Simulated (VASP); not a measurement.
## PtSe2: band structure with PBE+D3(BJ)

PtSe2, a slab with vacuum:

```xyz
3
Lattice="3.7058 0.0000 0.0000 -1.8529 3.2093 0.0000 0.0000 0.0000 20.5310" Properties=species:S:1:pos:R:3 pbc="T T T"
Se    1.8529    1.0698    8.9402
Se    0.0000    2.1396   11.5908
Pt   -1.8529    3.2093   10.2655
```

- Program: VASP 6.6.1
- Task: band structure
- Functional: PBE
- Dispersion: D3(BJ)
- Potentials or basis: VASP PAW PBE potentials, release 64 (Se, Pt)
- Cutoff: 520 eV
- k mesh: 9 × 9 × 1
- Occupations: gaussian, width 0.03 eV
- Spin: spin-orbit coupling, no magnetisation
- Dipole correction: yes
- Further INCAR settings: ALGO = Normal; EDIFF = 1e-07; NBANDS = 37

| Property | Result |
| --- | --- |
| Largest force | 0.030 eV/Å |
| Valence electrons inside the program's atomic spheres | Se 3.79; Pt 9.37 |
| Dispersion energy per atom | -0.299 eV |
| Work function of the upper face | 5.26 eV |
| Work function of the lower face | 5.26 eV |

Forces in eV/Å, atoms in the order of the input:
```
Se   0.000  0.000 -0.030
Se   0.000  0.000  0.030
Pt   0.000  0.000  0.000
```

Run time: 18 min on 1 thread of Intel(R) Xeon(R) Platinum 8375C CPU @ 2.90GHz (Ice Lake), with other jobs on the host, peak memory 0.93 GiB.
